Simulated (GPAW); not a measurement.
**GaAs: band structure with r4SCAN**

**What was measured.**

“Evidence of valence band perturbations in GaAsN/GaAs(001): A combined variable-angle spectroscopic ellipsometry and modulated photoreflectance investigation”, 2008, arxiv:0805.2212 reports, for a bulk crystal of GaAs at 300 K: band gap 1.418 ± 0.005 eV (direct).

Crystal: GaAs.

```
As Ga
1.0
     0.00000    2.82685    2.82685
     2.82685    0.00000    2.82685
     2.82685    2.82685    0.00000
As Ga
1 1
Direct
  0.25000 0.25000 0.25000
  0.00000 0.00000 0.00000
```

```yaml
Program: GPAW 26.7.0
Task: band structure
Functional: r4SCAN
Potentials_or_basis: GPAW PAW data sets (gpaw-data 1.2.1)
Cutoff: 600 eV
Basis: pw
k_mesh: 8 × 8 × 8
Occupations: fermi-dirac, width 0.05 eV
Spin: spin-orbit coupling, no magnetisation
Maxiter: 150
Band_path: GXWKGLUWLK,UX
Band_points: 60
spin_axis_theta_degrees: 0
spin_axis_phi_degrees: 0
Soc_after_scf: second variation without the xc potential
```

* Pressure: 0.6 GPa
* Band gap on the k mesh: 0.78 eV, direct
* Band gap along the path: 0.78 eV, direct

Levels at the corners of the path, in eV from the valence-band top:
```
point  band 6  band 7  band 8  band 9  band 10  band 11
    Γ    0.00    0.00    0.00    0.78     0.78     3.78
    X   -2.92   -2.84   -2.84    1.59     1.59     1.80
    W   -3.71   -3.56   -3.52    4.81     4.95     5.00
    K   -4.06   -2.45   -2.45    2.12     2.12     4.87
    Γ    0.00    0.00    0.00    0.78     0.78     3.78
    L   -1.41   -1.19   -1.19    1.18     1.18     4.81
    U   -4.06   -2.45   -2.45    2.12     2.12     4.87
    W   -3.71   -3.56   -3.52    4.81     4.95     5.00
    L   -1.41   -1.19   -1.19    1.18     1.18     4.81
    K   -4.06   -2.45   -2.45    2.12     2.12     4.87
    U   -4.06   -2.45   -2.45    2.12     2.12     4.87
    X   -2.92   -2.84   -2.84    1.59     1.59     1.80
```

Wall time 84 s on 1 thread of Arm Neoverse V1, with other jobs on the host, peak memory 0.32 GiB.

Measured gap of GaAs: 1.418 eV (direct; 300 K; “Evidence of valence band perturbations in GaAsN/GaAs(001): A combined variable-angle spectroscopic ellipsometry and modulated photoreflectance investigation”, 2008, arxiv:0805.2212). This calculation gives 0.78 eV (-0.64 eV). 3 values of this kind are on record (1.412 to 1.51 eV); this one was drawn at random among those near their median, those with a stated uncertainty first. The value is that of r4SCAN, without temperature or zero-point motion.

Caveat: spin-orbit coupling was added after a scalar SCF, so levels and gaps hold it while energy, forces, pressure and moments don't; this program's spin-orbit splittings come out too wide for heavy elements; the PAW data sets were made with another functional, which shifts forces and pressure a little.
